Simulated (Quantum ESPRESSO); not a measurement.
# HgTe (Coloradoite) (F-43m) in Quantum ESPRESSO: further runs

The runs below take HgTe (Coloradoite) through single point, equation of state, with RGE2.

Everything below comes from runs of Quantum ESPRESSO 7.5. Logs are shortened: lines on timing, memory, paths and dates and some standing lists are left out, and cuts for length are marked.

## Step 1: The crystal as given

It takes space group F-43m (No. 216, cubic). The conventional cell has a = 6.429 Å, b = 6.429 Å, c = 6.429 Å, α = 90.00°, β = 90.00°, γ = 90.00°. Around Hg (site symmetry -43m) lie 4 Te at 2.78 Å. Around Te (site symmetry -43m) lie 4 Hg at 2.78 Å.

## Step 2: Single point, RGE2, 31.22 Å³/atom

The input, pw.in:

```
&CONTROL
  calculation = 'scf'
  prefix = 'pwscf'
  outdir = './tmp'
  pseudo_dir = './pseudo'
  tprnfor = .true.
  tstress = .true.
  disk_io = 'nowf'
/
&SYSTEM
  ibrav = 0
  nat = 2
  ntyp = 2
  ecutwfc = 80
  nbnd = 26
  input_dft = 'XC-000I-000I-142L-143L-000I-000I'
  occupations = 'smearing'
  smearing = 'fd'
  degauss = 0.00367493
/
&ELECTRONS
  conv_thr = 4d-10
  electron_maxstep = 120
  mixing_beta = 0.5
/
ATOMIC_SPECIES
Hg   200.5920 Hg.upf
Te   127.6000 Te.upf
CELL_PARAMETERS angstrom
   0.0000000000    3.1488795465    3.1488795465
   3.1488795465    0.0000000000    3.1488795465
   3.1488795465    3.1488795465    0.0000000000
ATOMIC_POSITIONS crystal
Hg     0.0000000000    0.0000000000    0.0000000000
Te     0.7500000000    0.7500000000    0.7500000000
K_POINTS automatic
7 7 7 0 0 0
```

Potentials or basis: PseudoDojo 0.4.1 SR PBE standard.

Started as:

```sh
OMP_NUM_THREADS=1 pw.x -in pw.in > pw.out
```

pw.out:

```text
This program is part of the open-source Quantum ESPRESSO suite
     for quantum simulation of materials; please cite
         "P. Giannozzi et al., J. Phys.:Condens. Matter 21 395502 (2009);
         "P. Giannozzi et al., J. Phys.:Condens. Matter 29 465901 (2017);
         "P. Giannozzi et al., J. Chem. Phys. 152 154105 (2020);
     in publications or presentations arising from this work. More details at

     IMPORTANT: XC functional enforced from input :
     Exchange-correlation= XC-000I-000I-142L-143L-000I-000I
                           (   0   0 142 143   0   0   0)
     Any further DFT definition will be discarded
     Please, verify this is what you really want

     Message from routine setup:
     using ibrav=0 with symmetry is DISCOURAGED, use correct ibrav instead

     G-vector sticks info
     --------------------
     sticks:   dense  smooth     PW     G-vecs:    dense   smooth      PW
     Sum        1555    1555    439                40821    40821    6231

     Using Slab Decomposition

     bravais-lattice index     =            0
     lattice parameter (alat)  =       8.4153  a.u.
     unit-cell volume          =     421.4002 (a.u.)^3
     number of atoms/cell      =            2
     number of atomic types    =            2
     number of electrons       =        36.00
     number of Kohn-Sham states=           26
     kinetic-energy cutoff     =      80.0000  Ry
     charge density cutoff     =     320.0000  Ry
     scf convergence threshold =      4.0E-10
     mixing beta               =       0.5000
     number of iterations used =            8  plain     mixing
     Exchange-correlation= XC-000I-000I-142L-143L-000I-000I
                           (   0   0 142 143   0   0   0)

     celldm(1)=   8.415306  celldm(2)=   0.000000  celldm(3)=   0.000000
     celldm(4)=   0.000000  celldm(5)=   0.000000  celldm(6)=   0.000000

     crystal axes: (cart. coord. in units of alat)
               a(1) = (   0.000000   0.707107   0.707107 )
               a(2) = (   0.707107   0.000000   0.707107 )
               a(3) = (   0.707107   0.707107   0.000000 )

     reciprocal axes: (cart. coord. in units 2 pi/alat)
               b(1) = ( -0.707107  0.707107  0.707107 )
               b(2) = (  0.707107 -0.707107  0.707107 )
               b(3) = (  0.707107  0.707107 -0.707107 )

     PseudoPot. # 1 for Hg read from file:
     Hg.upf
     Pseudo is Norm-conserving + core correction, Zval = 20.0
     Generated using ONCVPSP code by D. R. Hamann
     Using radial grid of 1262 points,  7 beta functions with:
                l(1) =   0
                l(2) =   0
                l(3) =   1
                l(4) =   1
                l(5) =   2
                l(6) =   2
                l(7) =   3

     PseudoPot. # 2 for Te read from file:
     Te.upf
     Pseudo is Norm-conserving + core correction, Zval = 16.0
     Generated using ONCVPSP code by D. R. Hamann
     Using radial grid of 1294 points,  6 beta functions with:
                l(1) =   0
                l(2) =   0
                l(3) =   1
                l(4) =   1
                l(5) =   2
                l(6) =   2

     atomic species   valence    mass     pseudopotential
     Hg               20.00   200.59200     Hg( 1.00)
     Te               16.00   127.60000     Te( 1.00)

     24 Sym. Ops. (no inversion) found

   Cartesian axes

     site n.     atom                  positions (alat units)
         1        Hg     tau(   1) = (   0.0000000   0.0000000   0.0000000  )
         2        Te     tau(   2) = (   1.0606602   1.0606602   1.0606602  )

     number of k points=    20  Fermi-Dirac smearing, width (Ry)=  0.0037
                       cart. coord. in units 2pi/alat
        k(    1) = (   0.0000000   0.0000000   0.0000000), wk =   0.0058309
        k(    2) = (   0.1010153   0.1010153  -0.1010153), wk =   0.0466472
        k(    3) = (   0.2020305   0.2020305  -0.2020305), wk =   0.0466472
        k(    4) = (   0.3030458   0.3030458  -0.3030458), wk =   0.0466472
        k(    5) = (   0.2020305   0.0000000  -0.0000000), wk =   0.0349854
        k(    6) = (   0.3030458   0.1010153  -0.1010153), wk =   0.1399417
        k(    7) = (   0.4040610   0.2020305  -0.2020305), wk =   0.1399417
        k(    8) = (  -0.2020305  -0.4040610   0.4040610), wk =   0.1399417
        k(    9) = (  -0.1010153  -0.3030458   0.3030458), wk =   0.1399417
        k(   10) = (  -0.0000000  -0.2020305   0.2020305), wk =   0.0699708
        k(   11) = (   0.4040610   0.0000000  -0.0000000), wk =   0.0349854
        k(   12) = (   0.5050763   0.1010153  -0.1010153), wk =   0.1399417
        k(   13) = (  -0.1010153  -0.5050763   0.5050763), wk =   0.1399417
        k(   14) = (  -0.0000000  -0.4040610   0.4040610), wk =   0.0699708
        k(   15) = (   0.6060915  -0.0000000   0.0000000), wk =   0.0349854
        k(   16) = (  -0.0000000  -0.6060915   0.6060915), wk =   0.0699708
        k(   17) = (   0.4040610   0.2020305   0.0000000), wk =   0.1399417
        k(   18) = (  -0.2020305  -0.4040610   0.6060915), wk =   0.2798834
        k(   19) = (  -0.1010153  -0.5050763   0.7071068), wk =   0.1399417
        k(   20) = (  -0.0000000  -0.4040610   0.6060915), wk =   0.1399417

     Dense  grid:    40821 G-vectors     FFT dimensions: (  48,  48,  48)

     WARNING: libxc functional with ID  143 depends
      on external parameters: check the user_guide of
      QE if you need to modify them or to check their
      default values.

     Initial potential from superposition of free atoms

     starting charge      35.9997, renormalised to      36.0000
     Starting wfcs are   19 randomized atomic wfcs +    7 random wfcs

     Self-consistent Calculation

     iteration #  1     ecut=    80.00 Ry     beta= 0.50
     Davidson diagonalization with overlap
     ethr =  1.00E-02,  avg # of iterations =  5.2

     Threshold (ethr) on eigenvalues was too large:
     Diagonalizing with lowered threshold

     Davidson diagonalization with overlap
     ethr =  1.59E-04,  avg # of iterations =  4.1

     total energy              =    -542.04898847 Ry
     estimated scf accuracy    <       0.05825080 Ry

     iteration #  2     ecut=    80.00 Ry     beta= 0.50
     Davidson diagonalization with overlap
[... 50 lines left out ...]

     End of self-consistent calculation

          k = 0.0000 0.0000 0.0000 (  5029 PWs)   bands (ev):

  -105.1754 -53.5497 -53.5497 -53.5497 -26.7655 -26.7655 -26.7655 -26.7540
   -26.7540  -2.4202   2.3405   2.3405   2.3405   2.9769   2.9769   9.6498
    10.1748  10.1748  10.1748  14.2473  14.2473  14.2473  16.6537  19.9847
    19.9851  20.0537

          k = 0.1010 0.1010-0.1010 (  5065 PWs)   bands (ev):

  -105.1754 -53.5498 -53.5498 -53.5498 -26.7656 -26.7654 -26.7654 -26.7540
   -26.7540  -2.3032   2.3733   2.3733   2.3768   2.9736   2.9736   8.0730
     9.9088   9.9088  11.0018  14.2864  14.5806  14.5806  17.8148  18.8825
    18.8825  19.6169

          k = 0.2020 0.2020-0.2020 (  5063 PWs)   bands (ev):

  -105.1754 -53.5499 -53.5498 -53.5498 -26.7659 -26.7653 -26.7653 -26.7539
   -26.7539  -2.0228   2.4397   2.4397   2.5727   2.9786   2.9786   6.1279
     9.4090   9.4090  11.0457  15.0417  15.0417  15.5589  17.7940  18.8490
    18.8490  21.7113

          k = 0.3030 0.3030-0.3030 (  5090 PWs)   bands (ev):

  -105.1754 -53.5499 -53.5498 -53.5498 -26.7661 -26.7652 -26.7652 -26.7538
   -26.7538  -1.7788   2.4817   2.4817   2.9996   2.9996   3.1000   4.5117
     9.0641   9.0641  10.8974  15.1318  15.1318  16.9305  17.9322  19.9667
    19.9667  22.3060

          k = 0.2020 0.0000-0.0000 (  5065 PWs)   bands (ev):

  -105.1754 -53.5498 -53.5498 -53.5498 -26.7657 -26.7653 -26.7653 -26.7541
   -26.7539  -2.2638   2.3458   2.4056   2.4056   2.9529   2.9914   8.0263
     9.4882   9.4882  11.6737  13.3916  15.1322  15.1322  17.5931  18.3918
    20.0593  20.6702

          k = 0.3030 0.1010-0.1010 (  5087 PWs)   bands (ev):

  -105.1754 -53.5498 -53.5498 -53.5498 -26.7660 -26.7653 -26.7652 -26.7540
   -26.7538  -2.0358   2.4057   2.4792   2.5162   2.9505   3.0039   6.6052
     8.9016   8.9578  12.0384  13.6506  15.5703  15.7875  17.7003  19.3398
    19.7657  21.2398

          k = 0.4041 0.2020-0.2020 (  5112 PWs)   bands (ev):

  -105.1754 -53.5499 -53.5498 -53.5498 -26.7661 -26.7653 -26.7651 -26.7539
   -26.7537  -1.7740   2.4802   2.5300   2.8173   3.0133   3.0620   5.0093
     8.2943   8.6800  11.9415  14.4363  15.8461  16.1481  18.6502  19.5966
    20.4715  22.1199

          k =-0.2020-0.4041 0.4041 (  5094 PWs)   bands (ev):

  -105.1754 -53.5499 -53.5498 -53.5498 -26.7661 -26.7653 -26.7651 -26.7538
   -26.7537  -1.6894   2.5041   2.5301   2.9620   2.9941   3.3326   4.2964
     7.9533   8.8024  11.8689  14.6598  15.5941  17.2010  18.6274  19.7800
    19.8698  22.0707

          k =-0.1010-0.3030 0.3030 (  5078 PWs)   bands (ev):

  -105.1754 -53.5499 -53.5498 -53.5498 -26.7660 -26.7653 -26.7652 -26.7539
   -26.7538  -1.8563   2.4834   2.4909   2.7285   2.9581   3.0276   5.5123
     8.0572   9.2658  11.9092  14.8776  15.2720  15.7993  18.3787  18.9913
    20.5490  21.5877

          k =-0.0000-0.2020 0.2020 (  5076 PWs)   bands (ev):

  -105.1754 -53.5498 -53.5498 -53.5498 -26.7658 -26.7654 -26.7653 -26.7540
   -26.7539  -2.1303   2.4112   2.4253   2.4620   2.9534   2.9937   7.0426
     8.7745   9.7888  11.6999  14.2808  14.7586  15.3292  18.0869  18.8895
    19.0750  20.8888

          k = 0.4041 0.0000-0.0000 (  5073 PWs)   bands (ev):

  -105.1754 -53.5499 -53.5498 -53.5498 -26.7663 -26.7651 -26.7651 -26.7541
   -26.7536  -1.8852   2.4110   2.5716   2.5716   2.9574   3.0242   6.2230
     8.3679   8.3679  12.1466  12.9879  16.9245  16.9245  17.0184  20.2641
    21.2499  22.3804

          k = 0.5051 0.1010-0.1010 (  5091 PWs)   bands (ev):

  -105.1754 -53.5499 -53.5498 -53.5498 -26.7665 -26.7651 -26.7650 -26.7541
   -26.7535  -1.6748   2.4933   2.6418   2.6951   3.0325   3.1214   5.1868
     7.6631   8.0478  12.3143  13.3227  16.4598  17.3550  19.0116  20.7396
    21.6172  22.3384

          k =-0.1010-0.5051 0.5051 (  5094 PWs)   bands (ev):

  -105.1754 -53.5499 -53.5499 -53.5498 -26.7662 -26.7653 -26.7650 -26.7540
   -26.7535  -1.5682   2.5359   2.6427   2.8586   3.0055   3.4894   4.3604
     6.9898   8.1752  12.4205  14.4375  16.6874  16.9155  18.5378  20.0341
    21.4570  22.8067

          k =-0.0000-0.4041 0.4041 (  5102 PWs)   bands (ev):

  -105.1754 -53.5499 -53.5499 -53.5498 -26.7659 -26.7655 -26.7651 -26.7538
   -26.7537  -1.6524   2.5325   2.5757   2.9213   2.9648   3.1890   4.8327
     6.9811   8.6860  12.4953  14.8227  16.1500  16.3756  18.7113  18.7483
    21.3897  22.4694

          k = 0.6061-0.0000 0.0000 (  5093 PWs)   bands (ev):

  -105.1754 -53.5499 -53.5498 -53.5498 -26.7668 -26.7649 -26.7649 -26.7542
   -26.7533  -1.5519   2.4888   2.7312   2.7312   3.0508   3.3104   4.6691
     7.6370   7.6370  12.0070  12.5671  18.3166  18.8976  18.8976  20.4853
    22.5193  22.5195

          k =-0.0000-0.6061 0.6061 (  5096 PWs)   bands (ev):

  -105.1754 -53.5499 -53.5498 -53.5498 -26.7667 -26.7650 -26.7649 -26.7541
   -26.7534  -1.5041   2.5267   2.7321   2.7709   3.0371   3.6045   4.2385
     7.1597   7.6887  12.2306  13.1159  17.8208  18.4164  19.0885  20.6805
    22.1124  22.3571

          k = 0.4041 0.2020 0.0000 (  5091 PWs)   bands (ev):

  -105.1754 -53.5499 -53.5498 -53.5498 -26.7661 -26.7653 -26.7651 -26.7540
   -26.7537  -1.8138   2.4813   2.5447   2.6676   2.9818   3.0353   5.6857
     7.7564   8.7039  12.5821  13.8380  15.2603  16.8084  18.1321  20.6469
    20.7965  21.3568

          k =-0.2020-0.4041 0.6061 (  5099 PWs)   bands (ev):

  -105.1754 -53.5499 -53.5498 -53.5498 -26.7661 -26.7655 -26.7650 -26.7539
   -26.7536  -1.6263   2.5417   2.5840   2.8772   2.9907   3.3020   4.6158
     7.2420   8.2774  12.7624  14.4575  15.4507  17.3978  18.3706  20.2205
    20.9074  22.1820

          k =-0.1010-0.5051 0.7071 (  5083 PWs)   bands (ev):

  -105.1754 -53.5499 -53.5498 -53.5498 -26.7665 -26.7652 -26.7649 -26.7540
   -26.7534  -1.5430   2.5523   2.6698   2.7909   3.0164   3.4395   4.5159
     7.2398   7.5877  12.7994  13.4906  16.3011  17.9757  19.2499  21.1533
    21.6205  22.3878

          k =-0.0000-0.4041 0.6061 (  5115 PWs)   bands (ev):

  -105.1754 -53.5499 -53.5499 -53.5498 -26.7661 -26.7655 -26.7649 -26.7539
   -26.7535  -1.5221   2.5751   2.6575   2.8918   2.9555   3.6357   4.2490
     6.8689   7.6834  13.1019  14.5772  15.8696  16.7249  19.1777  20.4731
    22.3627  22.5824

     the Fermi energy is    10.2125 ev

!    total energy              =    -542.06673748 Ry
     estimated scf accuracy    <          1.1E-10 Ry
     smearing contrib. (-TS)   =      -0.00004641 Ry
     internal energy E=F+TS    =    -542.06669107 Ry

     The total energy is F=E-TS. E is the sum of the following terms:
     one-electron contribution =    -301.85088288 Ry
     hartree contribution      =     159.27163021 Ry
     xc contribution           =    -103.63862387 Ry
     ewald contribution        =    -295.84881452 Ry

     convergence has been achieved in   9 iterations

     Forces acting on atoms (cartesian axes, Ry/au):

     atom    1 type  1   force =     0.00000000    0.00000000    0.00000000
     atom    2 type  2   force =     0.00000000    0.00000000    0.00000000

     Total force =     0.000000     Total SCF correction =     0.000000

     Computing stress (Cartesian axis) and pressure

          total   stress  (Ry/bohr**3)                   (kbar)     P=       66.68
   0.00045331   0.00000000  -0.00000000           66.68        0.00       -0.00
  -0.00000000   0.00045331   0.00000000           -0.00       66.68        0.00
   0.00000000   0.00000000   0.00045331            0.00        0.00       66.68

=------------------------------------------------------------------------------=
   JOB DONE.
=------------------------------------------------------------------------------=
```

Wall time 25 s (1 thread of INTEL XEON PLATINUM 8581C at 2.30GHz (Emerald Rapids), shared host); peak memory 0.14 GiB.

Results:

```yaml
Free_energy: -7375.1937 eV
Pressure: 6.7 GPa
Band_gap_on_the_k_mesh: none (metal or under the smearing width)
```

Caveat: the potentials were made for another functional, which shifts forces and pressure.

## Step 3: Single point, RGE2, 31.89 Å³/atom

Changes to pw.in since step 2:

```diff
@@ -29,5 +29,5 @@
 CELL_PARAMETERS angstrom
-   0.0000000000    3.1488795465    3.1488795465
-   3.1488795465    0.0000000000    3.1488795465
-   3.1488795465    3.1488795465    0.0000000000
+   0.0000000000    3.1710554852    3.1710554852
+   3.1710554852    0.0000000000    3.1710554852
+   3.1710554852    3.1710554852    0.0000000000
 ATOMIC_POSITIONS crystal
```

Potentials or basis: PseudoDojo 0.4.1 SR PBE standard.

Started as:

```sh
OMP_NUM_THREADS=1 pw.x -in pw.in > pw.out
```

Wall time 27 s (1 thread of INTEL XEON PLATINUM 8581C at 2.30GHz (Emerald Rapids), shared host); peak memory 0.14 GiB.

The run converged. Its results:

```yaml
Free_energy: -7375.2431 eV
Pressure: 5.3 GPa
Band_gap_on_the_k_mesh: none (metal or under the smearing width)
```

Caveat: the potentials were made for another functional, which shifts forces and pressure.

## Step 4: Single point, RGE2, 32.55 Å³/atom

Changes to pw.in since step 3:

```diff
@@ -29,5 +29,5 @@
 CELL_PARAMETERS angstrom
-   0.0000000000    3.1710554852    3.1710554852
-   3.1710554852    0.0000000000    3.1710554852
-   3.1710554852    3.1710554852    0.0000000000
+   0.0000000000    3.1929255244    3.1929255244
+   3.1929255244    0.0000000000    3.1929255244
+   3.1929255244    3.1929255244    0.0000000000
 ATOMIC_POSITIONS crystal
```

Started as:

```sh
OMP_NUM_THREADS=1 pw.x -in pw.in > pw.out
```

Wall time 28 s (1 thread of INTEL XEON PLATINUM 8581C at 2.30GHz (Emerald Rapids), shared host); peak memory 0.14 GiB.

It converged, with:

```yaml
Free_energy: -7375.2815 eV
Pressure: 4.0 GPa
Band_gap_on_the_k_mesh: none (metal or under the smearing width)
```

Caveat: the potentials were made for another functional, which shifts forces and pressure.

## Step 5: Single point, RGE2, 33.22 Å³/atom

Changes to pw.in since step 4:

```diff
@@ -29,5 +29,5 @@
 CELL_PARAMETERS angstrom
-   0.0000000000    3.1929255244    3.1929255244
-   3.1929255244    0.0000000000    3.1929255244
-   3.1929255244    3.1929255244    0.0000000000
+   0.0000000000    3.2145000000    3.2145000000
+   3.2145000000    0.0000000000    3.2145000000
+   3.2145000000    3.2145000000    0.0000000000
 ATOMIC_POSITIONS crystal
```

Started as:

```sh
OMP_NUM_THREADS=1 pw.x -in pw.in > pw.out
```

Run time: 28 s. Hardware: 1 thread of INTEL XEON PLATINUM 8581C at 2.30GHz (Emerald Rapids), shared host; peak memory 0.14 GiB.

It converged, with:

| Property | Result |
| --- | --- |
| Free energy | -7375.3102 eV |
| Pressure | 2.9 GPa |
| Band gap on the k mesh | none (metal or under the smearing width) |

Caveat: the potentials were made for another functional, which shifts forces and pressure.

## Step 6: Single point, RGE2, 33.88 Å³/atom

Changes to pw.in since step 5:

```diff
@@ -29,5 +29,5 @@
 CELL_PARAMETERS angstrom
-   0.0000000000    3.2145000000    3.2145000000
-   3.2145000000    0.0000000000    3.2145000000
-   3.2145000000    3.2145000000    0.0000000000
+   0.0000000000    3.2357886999    3.2357886999
+   3.2357886999    0.0000000000    3.2357886999
+   3.2357886999    3.2357886999    0.0000000000
 ATOMIC_POSITIONS crystal
```

Potentials or basis: PseudoDojo 0.4.1 SR PBE standard.

Started as:

```sh
OMP_NUM_THREADS=1 pw.x -in pw.in > pw.out
```

Wall time 28 s (1 thread of INTEL XEON PLATINUM 8581C at 2.30GHz (Emerald Rapids), shared host); peak memory 0.15 GiB.

The run converged. Its results:

| Item | Value |
| --- | --- |
| Free energy | -7375.3301 eV |
| Pressure | 1.9 GPa |
| Band gap on the k mesh | none (metal or under the smearing width) |

Caveat: the potentials were made for another functional, which shifts forces and pressure.

## Step 7: Single point, RGE2, 34.54 Å³/atom

Changes to pw.in since step 6:

```diff
@@ -29,5 +29,5 @@
 CELL_PARAMETERS angstrom
-   0.0000000000    3.2357886999    3.2357886999
-   3.2357886999    0.0000000000    3.2357886999
-   3.2357886999    3.2357886999    0.0000000000
+   0.0000000000    3.2568009036    3.2568009036
+   3.2568009036    0.0000000000    3.2568009036
+   3.2568009036    3.2568009036    0.0000000000
 ATOMIC_POSITIONS crystal
```

Started as:

```sh
OMP_NUM_THREADS=1 pw.x -in pw.in > pw.out
```

Wall time 29 s (1 thread of INTEL XEON PLATINUM 8581C at 2.30GHz (Emerald Rapids), shared host); peak memory 0.15 GiB.

The run converged. Its results:

| Quantity | Value |
| --- | --- |
| Free energy | -7375.3423 eV |
| Pressure | 1.0 GPa |
| Band gap on the k mesh | none (metal or under the smearing width) |

Caveat: the potentials were made for another functional, which shifts forces and pressure.

## Step 8: Single point, RGE2, 35.21 Å³/atom

Changes to pw.in since step 7:

```diff
@@ -29,5 +29,5 @@
 CELL_PARAMETERS angstrom
-   0.0000000000    3.2568009036    3.2568009036
-   3.2568009036    0.0000000000    3.2568009036
-   3.2568009036    3.2568009036    0.0000000000
+   0.0000000000    3.2775454177    3.2775454177
+   3.2775454177    0.0000000000    3.2775454177
+   3.2775454177    3.2775454177    0.0000000000
 ATOMIC_POSITIONS crystal
```

Started as:

```sh
OMP_NUM_THREADS=1 pw.x -in pw.in > pw.out
```

It took 29 s on 1 thread of INTEL XEON PLATINUM 8581C at 2.30GHz (Emerald Rapids), shared host; peak memory 0.15 GiB.

Results (log left out):

| Quantity | Value |
| --- | --- |
| Free energy | -7375.3476 eV |
| Pressure | 0.2 GPa |
| Band gap on the k mesh | none (metal or under the smearing width) |

Caveat: the potentials were made for another functional, which shifts forces and pressure.

## Step 9: Equation of state, RGE2

Potentials or basis: PseudoDojo 0.4.1 SR PBE standard.

No new run: the results of the series are fitted here.

What came out:

- Equilibrium volume: 35.44 Å³/atom (rough: see the caveat)
- Bulk modulus: 38 GPa (rough)

Energy against volume, from the lowest point:
| volume (Å³/atom) | energy (meV/atom) |
| --- | --- |
| 31.223 | 76.93 |
| 31.887 | 52.22 |
| 32.551 | 33.01 |
| 33.215 | 18.70 |
| 33.880 | 8.74 |
| 34.544 | 2.65 |
| 35.208 | 0.00 |

Caveat: the potentials were made for another functional, which shifts forces and pressure; the minimum lies outside the volumes run. The run has no spin-orbit coupling, so splittings on Hg, Te are missing.
